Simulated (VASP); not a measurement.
The system is Ca.

```xyz
3
Lattice="5.0042 0.0000 0.0000 0.0000 5.0042 0.0000 0.0000 0.0000 5.0042" Properties=species:S:1:pos:R:3 pbc="T T T"
Ca    2.5021    0.0000    0.0000
Ca    0.0000    2.5021    0.0000
Ca    0.0000    0.0000    2.5021
```

The cell was built by a generator and needn't be a form met in nature.

The cell isn't the ideal one: random cell by space group and Wyckoff sites (Pm-3m, No. 221).

* Program: VASP 6.6.1
* Task: relaxation of cell and atoms
* Functional: PBE
* Potentials or basis: VASP PAW PBE potentials, release 64 (Ca_sv)
* Cutoff: 600 eV
* k mesh: 4 × 4 × 4
* Occupations: gaussian, width 0.1 eV
* Spin: no spin polarisation

At the start: pressure 3.2 GPa; volume 41.77 Å³/atom.

Task: Where does the relaxation end?

Result: Over 4 steps the energy falls by 79.3 meV/atom and the volume is 51.09 Å³/atom (+22.3 %); space group Pm-3m (No. 221, to 0.05 Å).

The path:
```tsv
step	energy change (eV)	largest force (eV/Å)	pressure (GPa)	volume (Å³)
1	0.0000	0.0000	3.17	125.32
2	-0.1997	0.0000	1.08	140.89
3	-0.2356	0.0000	-0.22	156.20
4	-0.2378	0.0000	-0.02	153.28
```

Final structure:
```
CELL_PARAMETERS angstrom
5.35178 0.00000 0.00000
0.00000 5.35178 0.00000
0.00000 0.00000 5.35178
ATOMIC_POSITIONS crystal
Ca 0.50000 0.00000 0.00000
Ca 0.00000 0.50000 0.00000
Ca 0.00000 0.00000 0.50000
```

Caveat: the volume moved by over 15 % at a fixed basis, so the end points are rough.
